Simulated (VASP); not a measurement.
Runs of VASP 6.6.1 on Au. It takes space group Im-3m (No. 229, cubic). The conventional cell has a = 3.240 Å, b = 3.240 Å, c = 3.240 Å, α = 90.00°, β = 90.00°, γ = 90.00°. Around Au (site symmetry m-3m) lie 8 Au at 2.81 Å. This isn't the form of Au at room conditions, which is fcc.

```csv
task,level,potentials or basis,cell,k mesh,cutoff (eV),mesh quality,gap on the mesh (eV),pressure (GPa),relaxed volume (Å³/atom)
relaxation of cell and atoms,PBEsol,"VASP PAW PBE potentials, release 64 (Au)",relaxed,6 × 6 × 6,600,coarse,none,0.0,(b)
relaxation of cell and atoms,PBE+D3(BJ),"VASP PAW PBE potentials, release 64 (Au)",relaxed,18 × 18 × 18,600,not flagged,none,0.0,17.26
relaxation of cell and atoms,PBEsol,"VASP PAW PBE potentials, release 64 (Au)",relaxed,18 × 18 × 18,300,not flagged,none,0.0,16.94
relaxation of cell and atoms,PBEsol,"VASP PAW PBE potentials, release 64 (Au)",relaxed,18 × 18 × 18,580,not flagged,none,0.0,17.02
relaxation of cell and atoms,PBE,"VASP PAW PBE potentials, release 64 (Au)",relaxed,18 × 18 × 18,600,not flagged,none,0.0,17.97
relaxation of cell and atoms,PBEsol,"VASP PAW PBE potentials, release 64 (Au)",relaxed,18 × 18 × 18,600,not flagged,none,0.0,17.02
single point,PBEsol,"VASP PAW PBE potentials, release 64 (Au)",as given,18 × 18 × 18,520,not flagged,none,0.1,-
relaxation of cell and atoms,LDA,"VASP PAW LDA potentials, release 64 (Au)",relaxed,18 × 18 × 18,600,not flagged,none,0.0,(a)
relaxation of cell and atoms,RPBE,"VASP PAW PBE potentials, release 64 (Au)",relaxed,18 × 18 × 18,600,not flagged,none,0.0,18.51
```

Alike in all rows: no spin polarisation; smearing gaussian 0.1 eV.

**Question.** Fill in the values left out.

**Answer.** (a) 16.66; (b) 17.04.

Caveats: some runs use coarse meshes; the PAW data sets were made with another functional, which shifts forces and pressure a little (some runs); pairwise dispersion overbinds metals, which lowers pressure and volume (some runs).

A k mesh can miss the band edges, and the runs leave out spin-orbit coupling on Au.

A gap of «none» marks a metal or a gap under the smearing width.

Not every run made on this cell is shown here.
